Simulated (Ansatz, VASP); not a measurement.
# Two plane-wave programs on KBr

```
K Br
1.0
     0.00000    3.02910    3.02910
     3.02910    0.00000    3.02910
     3.02910    3.02910    0.00000
K Br
1 1
Cartesian
  0.0000 0.0000 0.0000
  3.0291 3.0291 3.0291
```

Change from the starting cell: strain -0.080 along x and y, -0.080 along z, atoms carried along.

Alike in both runs: task single point; functional r2SCAN; k mesh 6 × 6 × 6; occupations gaussian, width 0.05 eV; no spin polarisation.

```csv
,VASP,Ansatz
version,VASP 6.6.1,Ansatz 0.2.0
potentials or method,"VASP PAW PBE potentials, release 64 (K_sv, Br)","scalar-relativistic, plane waves, PAW"
plane-wave cutoff (eV),520,500
valence electrons in the cell,16,16
```

|  | VASP | Ansatz | Ansatz less VASP |
| --- | --- | --- | --- |
| gap on the k mesh at the Fermi level (eV) | 5.90 | 5.89 | -0.003 |
| least direct gap on the mesh (eV) | 5.96 | 5.96 | -0.003 |
| pressure (GPa) | 8.0 | 7.9 | -0.07 |

Caveats: the PAW data sets were made with another functional, which shifts forces and pressure a little (VASP). A k mesh can miss the band edges.
